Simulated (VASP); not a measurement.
# W (Im-3m) in VASP: notebook

Runs on W. Level: PBE. Tasks: relaxation of cell and atoms, electrostatic potential.

Everything below comes from runs of VASP 6.6.1. Logs are shortened: lines on timing, memory, paths and dates and some standing lists are left out, and cuts for length are marked.

### Step 1. The crystal as given

The structure is cubic, space group Im-3m (No. 229). Conventional cell: a = 3.150 Å, b = 3.150 Å, c = 3.150 Å, α = 90.00°, β = 90.00°, γ = 90.00°. W (site symmetry m-3m) has 8 W at 2.73 Å as nearest neighbours.

The cell was built by a generator and needn't be a form met in nature.

### Step 2. Relaxation of cell and atoms, PBE

INCAR

```
SYSTEM = W
  PREC = Accurate
  ENCUT = 230
  EDIFF = 1E-6
  ISMEAR = 1
  SIGMA = 0.1
  LREAL = .FALSE.
  LASPH = .TRUE.
  NELM = 120
  ALGO = Normal
  ISIF = 3
  LWAVE = .FALSE.
  LCHARG = .FALSE.
  GGA = PE
  IBRION = 2
  NSW = 60
  EDIFFG = -0.005
```

KPOINTS

```
Automatic mesh
0
G
  18 18 18
  0 0 0
```

POSCAR

```
W
1.0
   -1.5750000000      1.5750000000      1.5750000000
    1.5750000000     -1.5750000000      1.5750000000
    1.5750000000      1.5750000000     -1.5750000000
W
1
Direct
    0.0000000000      0.0000000000      0.0000000000
```

Potentials or basis: VASP PAW PBE potentials, release 64 (W_sv).

Launch:

```sh
$ cat potpaw_PBE.64/W_sv/POTCAR > POTCAR
$ mpirun -np 1 vasp_std > vasp.out
```

OUTCAR:

```text
SYSTEM = W
   PREC = Accurate
   ENCUT = 230
   EDIFF = 1E-6
   ISMEAR = 1
   LREAL = .FALSE.
   LASPH = .TRUE.
   NELM = 120
   ISIF = 3
   GGA = PE
   IBRION = 2
   NSW = 60
   EDIFFG = -0.005

 ion  position               nearest neighbor table
   1  0.000  0.000  0.000-

  LATTYP: Found a body centered cubic cell.
 ALAT       =     3.1500000000

  Lattice vectors:

 A1 = (  -1.5750000000,   1.5750000000,   1.5750000000)
 A2 = (   1.5750000000,  -1.5750000000,   1.5750000000)
 A3 = (   1.5750000000,   1.5750000000,  -1.5750000000)

Analysis of symmetry for initial positions (statically):
=====================================================================
 Subroutine PRICEL returns:
 Original cell was already a primitive cell.

 Routine SETGRP: Setting up the symmetry group for a
 body centered cubic supercell.

 Subroutine GETGRP returns: Found 48 space group operations
 (whereof 48 operations were pure point group operations)
 out of a pool of 48 trial point group operations.

The static configuration has the point symmetry O_h .

Analysis of symmetry for dynamics (positions and initial velocities):
=====================================================================
 Subroutine PRICEL returns:
 Original cell was already a primitive cell.

 Routine SETGRP: Setting up the symmetry group for a
 body centered cubic supercell.

 Subroutine GETGRP returns: Found 48 space group operations
 (whereof 48 operations were pure point group operations)
 out of a pool of 48 trial point group operations.

The dynamic configuration has the point symmetry O_h .

 Subroutine INISYM returns: Found 48 space group operations
 (whereof 48 operations are pure point group operations),
 and found     1 'primitive' translations

----------------------------------------------------------------------------------------

                                     Primitive cell

  volume of cell :      15.6279

  direct lattice vectors                    reciprocal lattice vectors
    -1.575000000  1.575000000  1.575000000     0.000000000  0.317460317  0.317460317
     1.575000000 -1.575000000  1.575000000     0.317460317  0.000000000  0.317460317
     1.575000000  1.575000000 -1.575000000     0.317460317  0.317460317  0.000000000

  length of vectors
     2.727980022  2.727980022  2.727980022     0.448956686  0.448956686  0.448956686

  position of ions in fractional coordinates (direct lattice)
     0.000000000  0.000000000  0.000000000

  ion indices of the primitive-cell ions
   primitive index   ion index
                 1           1

----------------------------------------------------------------------------------------

 KPOINTS: Automatic mesh

Automatic generation of k-mesh.
 Grid dimensions read from file:
 generate k-points for:   18   18   18

 Generating k-lattice:

  Cartesian coordinates                     Fractional coordinates (reciprocal lattice)
     0.000000000  0.017636684  0.017636684     0.055555556  0.000000000  0.000000000
     0.017636684  0.000000000  0.017636684     0.000000000  0.055555556  0.000000000
     0.017636684  0.017636684  0.000000000     0.000000000  0.000000000  0.055555556

  Length of vectors
     0.024942038  0.024942038  0.024942038

  Shift w.r.t. Gamma in fractional coordinates (k-lattice)
     0.000000000  0.000000000  0.000000000

 Subroutine IBZKPT returns following result:
 ===========================================

 Found    195 irreducible k-points:

 Following reciprocal coordinates:
            Coordinates               Weight
  0.000000  0.000000  0.000000      1.000000
  0.055556  0.000000  0.000000     12.000000
  0.111111  0.000000  0.000000     12.000000
  0.166667  0.000000  0.000000     12.000000
  0.222222  0.000000  0.000000     12.000000
  0.277778  0.000000  0.000000     12.000000
[... 16 lines left out ...]
  0.333333  0.111111  0.000000     48.000000
  0.388889  0.111111 -0.000000     48.000000
 [... further k-points ...]
   k-points           NKPTS =    195   k-points in BZ     NKDIM =    195   number of bands    NBANDS=     11
   number of dos      NEDOS =    301   number of ions     NIONS =      1
   total plane-waves  NPLWV =   2744
   dimension x,y,z NGX =    14 NGY =   14 NGZ =   14
   dimension x,y,z NGXF=    28 NGYF=   28 NGZF=   28
   ions per type =               1
   NGX,Y,Z   is equivalent  to a cutoff of   8.53,  8.53,  8.53 a.u.
   NGXF,Y,Z  is equivalent  to a cutoff of  17.06, 17.06, 17.06 a.u.
 SYSTEM =  W
   PREC   = accura    normal or accurate (medium, high low for compatibility)
   ISTART =      0    job   : 0-new  1-cont  2-samecut
   ICHARG =      2    charge: 1-file 2-atom 10-const
   ISPIN  =      1    spin polarized calculation?
   LNONCOLLINEAR =      F non collinear calculations
   LSORBIT =      F    spin-orbit coupling
   LASPH  =      T    aspherical Exc in radial PAW
   ENCUT  =  230.0 eV  16.90 Ry    4.11 a.u.   3.37  3.37  3.37*2*pi/ulx,y,z
   NELM   =    120;   NELMIN=  2; NELMDL= -5     # of ELM steps
   EDIFF  = 0.1E-05   stopping-criterion for ELM
   LREAL  =      F    real-space projection
   EDIFFG = -.5E-02   stopping-criterion for IOM
   NSW    =     60    number of steps for IOM
   IBRION =      2    ionic relax: 0-MD 1-quasi-New 2-CG
   NFREE  =      1    steps in history (QN), initial steepest desc. (CG)
   ISIF   =      3    stress and relaxation
   ISYM   =      2    0-nonsym 1-usesym 2-fastsym
   POTIM  = 0.5000    time-step for ionic-motion
   TEBEG  =    0.0;   TEEND  =   0.0 temperature during run
   PSTRESS=    0.0 pullay stress
   NELECT =      14.0000    total number of electrons
   NUPDOWN=      -1.0000    fix difference up-down
   EMIN   =  10.00;   EMAX   =-10.00  energy-range for DOS
   EFERMI =   0.00;   METHOD = LEGACY
   ISMEAR =     1;   SIGMA  =   0.10  broadening in eV -4-tet -1-fermi 0-gaus
   EFERMI_NEDOS =   21; number of points for ismear=-14 and -15
   IALGO  =     38    algorithm
   IMIX   =      4    mixing-type and parameters
     AMIX     =   0.40;   BMIX     =  1.00
     AMIX_MAG =   1.60;   BMIX_MAG =  1.00
  volume/ion in A,a.u.               =      15.63       105.46
  Fermi-wavevector in a.u.,A,eV,Ry     =   1.578157  2.982285 33.886404  2.490580
  Thomas-Fermi vector in A             =   2.678731
   LORBIT       =      0    0 simple, 1 ext, 2 COOP (PROOUT), +10 PAW based schemes
   GGA     = PE    functional components
   LHFCALC =     F    Hartree Fock is set to
   AEXX    =    0.0000 exact exchange contribution
   IVDW    =     0    specifies the selected vdW correction
   LEPSILON=     F    determine dielectric tensor
   LRPA    =     F    only Hartree local field effects (RPA)
 conjugate gradient relaxation of ions
 non-spin polarized calculation
 Methfessel and Paxton  Order N= 1 SIGMA  =   0.10
  energy-cutoff  :      230.00
  volume of cell :       15.63
 maximum number of plane-waves:       140
 NGX is ok and might be reduce to    14
   NGX =  7   NGY =  7   NGZ =  7

--------------------------------------- Ionic step        1  -------------------------------------------

 number of electron      13.9999976 magnetization

 Free energy of the ion-electron system (eV)
  ---------------------------------------------------
  ext. energy  EPLUGINS =         0.00000000
  ---------------------------------------------------
  free energy    TOTEN  =       -12.93162293 eV

  energy without entropy =      -12.93126434  energy(sigma->0) =      -12.93150340

------------------------ aborting loop because EDIFF is reached ----------------------------------------

  FORCE on cell =-STRESS in cart. coord.  units (eV):
  Direction    XX          YY          ZZ          XY          YZ          ZX
  --------------------------------------------------------------------------------------
  -------------------------------------------------------------------------------------
  Total        0.9304850      0.9304850      0.9304850      0.0000000      0.0000000     -0.0000000
  in kB       95.3933957     95.3933957     95.3933957      0.0000000      0.0000000     -0.0000000
  external PRESSURE =      95.3933957 kB  Pullay stress =       0.0000000 kB
[... 20 lines left out ...]
  energy  without entropy=      -12.9312643393  energy(sigma->0) =      -12.93150340

--------------------------------------- Ionic step        2  -------------------------------------------

 number of electron      14.0000033 magnetization

 E-fermi :   9.8154     XC(G=0): -12.9912

 val. band max:        9.8019484186   @ k =  -0.4444   0.4444   0.2778
 cond. band min:       9.8157795326   @ k =  -0.2778   0.3333   0.1667
 fundamental gap:      0.0138311140
 Fermi energy:         9.8154085696

 k-point     1 :       0.0000    0.0000    0.0000
  band No.  band energies     occupation
      1     -64.5055      2.00000
      2     -28.2311      2.00000
      3     -28.2311      2.00000
      4     -28.2311      2.00000
      5       0.8395      2.00000
      6       8.7628      2.00000
      7       8.7628      2.00000
      8       8.7628      2.00000
      9      11.8064     -0.00000
     10      11.8064     -0.00000
     11      24.0691      0.00000
[... 389 lines left out ...]
  energy  without entropy=      -12.9438959180  energy(sigma->0) =      -12.94424693

--------------------------------------- Ionic step        4  -------------------------------------------

 number of electron      13.9999968 magnetization

 Free energy of the ion-electron system (eV)
  ---------------------------------------------------
  ext. energy  EPLUGINS =         0.00000000
  ---------------------------------------------------
  free energy    TOTEN  =       -12.94445501 eV

  energy without entropy =      -12.94393357  energy(sigma->0) =      -12.94428120

 E-fermi :  11.2517     XC(G=0): -13.5661

 val. band max:       11.2502039244   @ k =  -0.2778   0.3333   0.2222
 cond. band min:      11.2604524882   @ k =   0.5000   0.5000   0.2222
 fundamental gap:      0.0102485638
 Fermi energy:        11.2516763387

 k-point     1 :       0.0000    0.0000    0.0000
  band No.  band energies     occupation
      1     -62.9012      2.00000
      2     -26.5094      2.00000
      3     -26.5094      2.00000
      4     -26.5094      2.00000
      5       1.6793      2.00000
      6      10.0459      2.00000
      7      10.0459      2.00000
      8      10.0459      2.00000
      9      13.4837      0.00000
     10      13.4837      0.00000
     11      25.7393      0.00000
[... 350 lines left out ...]
  FREE ENERGIE OF THE ION-ELECTRON SYSTEM (eV)
  ---------------------------------------------------
  free  energy   TOTEN  =       -12.9444550086 eV

  energy  without entropy=      -12.9439335691  energy(sigma->0) =      -12.94428120

 reached required accuracy - stopping structural energy minimisation
```

Run time: 7.6 s. Hardware: 1 thread of Intel Xeon 6975P-C (Granite Rapids), shared host; peak memory 0.11 GiB.

These settings aren't checked as converged: the numbers below hold their error.

Results:

```yaml
Free_energy: -12.9445 eV
Relaxed_volume: 16.07 Å³/atom
Relaxed_cell: a = 2.754 Å, b = 2.754 Å, c = 2.754 Å, α = 109.47°, β = 109.47°, γ = 109.47°
Space_group_after_relaxing_to_0.05_Å: Im-3m (No. 229)
Energy_gained_by_relaxing: 12.8 meV/atom
Ionic_steps: 4
Band_gap_on_the_k_mesh: none (metal or under the smearing width)
```

Caveat: the cutoff is under 1.25 times the usual one of these potentials, so pressure, stress and relaxed cells hold a basis-set (Pulay) error.

### Step 3. Electrostatic potential, PBE

This run uses another cell than the first one, of 16.07 Å³/atom, 1.028 times its volume.

INCAR

```
SYSTEM = W
PREC = Accurate
ENCUT = 230
EDIFF = 1E-6
ISMEAR = 1
SIGMA = 0.1
LREAL = .FALSE.
LASPH = .TRUE.
NELM = 100
ALGO = Normal
ISIF = 2
LWAVE = .FALSE.
LCHARG = .TRUE.
GGA = PE
LVHAR = .TRUE.
```

KPOINTS

```
regular mesh
0
G
  18 18 18
  0 0 0
```

POSCAR

```
W                                       
1.0
   -1.5897560514      1.5897560514      1.5897560514
    1.5897560514     -1.5897560514      1.5897560514
    1.5897560514      1.5897560514     -1.5897560514
  W             
     1
Direct
     0.0000000000000000    0.0000000000000000    0.0000000000000000
```

Potentials or basis: VASP PAW PBE potentials, release 64 (W_sv).

Launch:

```sh
$ cat potpaw_PBE.64/W_sv/POTCAR > POTCAR
$ mpirun -np 1 vasp_std > vasp.out
```

It took 2.9 s on 1 thread of Intel Xeon 6975P-C (Granite Rapids), shared host; peak memory 0.11 GiB.

The run converged. Its results:

* Free energy: -12.9489 eV
* Band gap on the k mesh: none (metal or under the smearing width)

Levels at points of the mesh, in eV from the Fermi level:
```
           k point  band 3  band 4  band 5  band 6  band 7  band 8  band 9  band 10  band 11
(0.00, 0.00, 0.00)  -37.76  -37.76   -9.57   -1.20   -1.20   -1.20    2.23     2.23    14.49
(0.50, 0.00, 0.00)  -38.16  -37.76   -6.19   -3.50    0.63    2.13    3.09     6.05    10.87
(0.50, 0.50, 0.50)  -38.62  -38.62   -5.73   -5.73    5.08    5.08    5.08     8.13     8.13
```

Caveat: the cutoff is under 1.25 times the usual one of these potentials, so pressure, stress and relaxed cells hold a basis-set (Pulay) error.
